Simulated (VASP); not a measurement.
# NaH (Fm-3m) in VASP: a series of runs, part 2 of 2

VASP 6.6.1. The steps go on from the part before.

## (5) Single point, PBE

INCAR reads:

```
SYSTEM = NaH
PREC = Accurate
ENCUT = 550
EDIFF = 1E-6
ISMEAR = 0
SIGMA = 0.05
LREAL = .False.
LASPH = .True.
NELM = 100
ALGO = Normal
ISIF = 2
LWAVE = .False.
LCHARG = .False.
GGA = PE
NBANDS = 11
ADDGRID = .False.
```

KPOINTS reads:

```
Automatic mesh
0
Gamma
  5 5 5
  0 0 0
```

POSCAR reads:

```
NaH
1.0
    0.0000000000      2.4400000000      2.4400000000
    2.4400000000      0.0000000000      2.4400000000
    2.4400000000      2.4400000000      0.0000000000
Na H
1 1
Direct
   -0.0187210000      0.0228060000      0.0160610000
    0.4668300000      0.5164870000      0.5214060000
```

Potentials or basis: VASP PAW PBE potentials, release 64 (Na_pv, H).

On the command line:

```console
$ cat potpaw_PBE.64/Na_pv/POTCAR potpaw_PBE.64/H/POTCAR > POTCAR
$ mpirun -np 1 vasp_std > vasp.out
```

OUTCAR:

```text
SYSTEM = NaH
   PREC = Accurate
   ENCUT = 550
   EDIFF = 1E-6
   ISMEAR = 0
   LREAL = .False.
   LASPH = .True.
   NELM = 100
   ISIF = 2
   GGA = PE

 Found     63 irreducible k-points:

 Following reciprocal coordinates:
            Coordinates               Weight
  0.000000  0.000000  0.000000      1.000000
  0.200000  0.000000  0.000000      2.000000
  0.000000  0.200000  0.000000      2.000000
  0.000000  0.000000  0.200000      2.000000
  0.200000  0.200000  0.200000      2.000000
  0.400000  0.000000  0.000000      2.000000
   k-points           NKPTS =     63   k-points in BZ     NKDIM =     63   number of bands    NBANDS=     11
   number of dos      NEDOS =    301   number of ions     NIONS =      2
   total plane-waves  NPLWV =  21952
   dimension x,y,z NGX =    28 NGY =   28 NGZ =   28
   dimension x,y,z NGXF=    56 NGYF=   56 NGZF=   56
   ions per type =               1   1
   NGX,Y,Z   is equivalent  to a cutoff of  13.49, 13.49, 13.49 a.u.
   NGXF,Y,Z  is equivalent  to a cutoff of  26.98, 26.98, 26.98 a.u.
 SYSTEM =  NaH
   PREC   = accura    normal or accurate (medium, high low for compatibility)
   ISTART =      0    job   : 0-new  1-cont  2-samecut
   ICHARG =      2    charge: 1-file 2-atom 10-const
   ISPIN  =      1    spin polarized calculation?
   LNONCOLLINEAR =      F non collinear calculations
   LSORBIT =      F    spin-orbit coupling
   LASPH  =      T    aspherical Exc in radial PAW
[... 69 lines left out ...]
      9      14.9718      0.00000
     10      14.9835      0.00000
     11      14.9921      0.00000
[... 57 lines left out ...]
 k-point     6 :       0.4000    0.0000    0.0000
  band No.  band energies     occupation
      1     -23.4355      2.00000
      2     -23.3684      2.00000
      3     -23.3680      2.00000
      4      -2.4914      2.00000
      5       3.2363      0.00000
      6       9.4794      0.00000
      7      12.0916      0.00000
      8      12.0963      0.00000
      9      15.0480      0.00000
     10      15.0494      0.00000
     11      17.4393      0.00000

 [... further k-points ...]

------------------------ aborting loop because EDIFF is reached ----------------------------------------

  FORCE on cell =-STRESS in cart. coord.  units (eV):
  Direction    XX          YY          ZZ          XY          YZ          ZX
  --------------------------------------------------------------------------------------
  -------------------------------------------------------------------------------------
  Total       -0.1196154     -0.1169647     -0.1056708     -0.0000102     -0.0011252     -0.0001346
  in kB       -6.5962656     -6.4500926     -5.8272855     -0.0005650     -0.0620524     -0.0074251
  external PRESSURE =      -6.2912146 kB  Pullay stress =       0.0000000 kB

 VOLUME and BASIS-vectors are now :
 -----------------------------------------------------------------------------
  energy-cutoff  :      550.00
  volume of cell :       29.05
      direct lattice vectors                 reciprocal lattice vectors
     0.000000000  2.440000000  2.440000000    -0.204918033  0.204918033  0.204918033
     2.440000000  0.000000000  2.440000000     0.204918033 -0.204918033  0.204918033
     2.440000000  2.440000000  0.000000000     0.204918033  0.204918033 -0.204918033

 POSITION                                       TOTAL-FORCE (eV/Angst)
 -----------------------------------------------------------------------------------
      0.09484      2.43351      2.44997        -0.001994     -0.016882     -0.039676
      2.53246      2.41130      2.39929         0.001994      0.016882      0.039676
 -----------------------------------------------------------------------------------
    total drift:                               -0.000353      0.000280     -0.000440

  FREE ENERGIE OF THE ION-ELECTRON SYSTEM (eV)
  ---------------------------------------------------
  free  energy   TOTEN  =        -5.0848127756 eV

  energy  without entropy=       -5.0848127756  energy(sigma->0) =       -5.08481278
```

OSZICAR:

```text
N       E                     dE             d eps       ncg     rms          rms(c)
DAV:   1     0.333551875254E+02    0.33355E+02   -0.42204E+03  1386   0.866E+02
DAV:   2    -0.420658659213E+01   -0.37562E+02   -0.36930E+02  1451   0.192E+02
DAV:   3    -0.550262395059E+01   -0.12960E+01   -0.12939E+01  1660   0.326E+01
DAV:   4    -0.551089759760E+01   -0.82736E-02   -0.82727E-02  1605   0.263E+00
DAV:   5    -0.551096732537E+01   -0.69728E-04   -0.69727E-04  1588   0.249E-01    0.317E+00
DAV:   6    -0.517059087899E+01    0.34038E+00   -0.34056E-01  1711   0.273E+00    0.146E+00
DAV:   7    -0.507993547320E+01    0.90655E-01   -0.32775E-01  1563   0.211E+00    0.356E-01
DAV:   8    -0.508491087935E+01   -0.49754E-02   -0.10453E-02  1470   0.947E-01    0.689E-02
DAV:   9    -0.508481740377E+01    0.93476E-04   -0.11775E-03  1787   0.358E-01    0.222E-02
DAV:  10    -0.508480869253E+01    0.87112E-05   -0.63347E-05  1600   0.508E-02    0.425E-03
DAV:  11    -0.508481274320E+01   -0.40507E-05   -0.62705E-06  1533   0.114E-02    0.316E-03
DAV:  12    -0.508481277563E+01   -0.32425E-07   -0.21392E-07  1032   0.319E-03
   1 F= -.50848128E+01 E0= -.50848128E+01  d E =-.361954E-11
```

Wall time 16 s (1 thread of Intel Xeon Platinum 8259CL at 2.50GHz (Skylake/Cascade Lake), shared host); peak memory 0.15 GiB.

The run converged, but some of its settings lie outside the range that counts as converged, so its numbers aren't taken as properties of the crystal.

Results:

| Item | Value |
| --- | --- |
| Free energy | -5.0848 eV |
| Pressure | -0.6 GPa |
| Largest force | 0.043 eV/Å |
| Band gap on the k mesh | 4.54 eV, indirect (least direct gap 5.03 eV) |

Caveat: the k mesh is coarse (spacing up to 0.45 Å⁻¹), so the values aren't converged; an odd mesh through Γ misses points on the zone boundary, where band edges often lie.
